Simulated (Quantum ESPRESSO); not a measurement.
**MgSi under changes of volume**

One of the cells (17.355 Å³/atom); the others are scaled copies at fixed shape and fractional positions:

```
Si Mg
1.0
     2.90839    0.00000    0.00000
     0.00000    2.90839    0.00000
     0.00000    0.00000    4.10343
Si Mg
1 1
Direct
  0.50000 0.50000 0.50000
  0.00000 0.00000 0.00000
```

The cell comes from a database or a generator and needn't be the stable form of this composition.

```yaml
Program: Quantum ESPRESSO 7.5
Functional: PBEsol
Potentials_or_basis: GBRV 1.5 PBEsol
Cutoff: 612 eV
Density_cutoff: 4898 eV
k_mesh: 9 × 9 × 7
Occupations: fermi-dirac, width 0.05 eV
Spin: no spin polarisation
```

```tsv
volume (Å³/atom)	energy over the lowest point (meV/atom)	pressure (GPa)
16.314	?	?
16.661	0.88	1.1
17.008	0.00	-0.3
17.355	2.02	-1.6
17.702	6.65	-2.7
18.049	13.65	-3.8
18.396	22.77	-4.7
```

Task: What does the run at 16.314 Å³/atom give?

Result: Energy over the lowest point 4.98 meV/atom; pressure 2.6 GPa.

Worked out: A Birch-Murnaghan fit of order 3 (a polynomial in V^(-2/3)) to the other rows has its minimum at 16.93 Å³/atom with B0 = V·E''(V) = 67 GPa and B' = 4.0 at fixed shape and positions, which overstates the stiffness. It gives 4.98 meV/atom at 16.314 Å³/atom, against the run's 4.98, and -dE/dV = 2.7 GPa, against 2.6.

Energies are extrapolated to zero smearing.
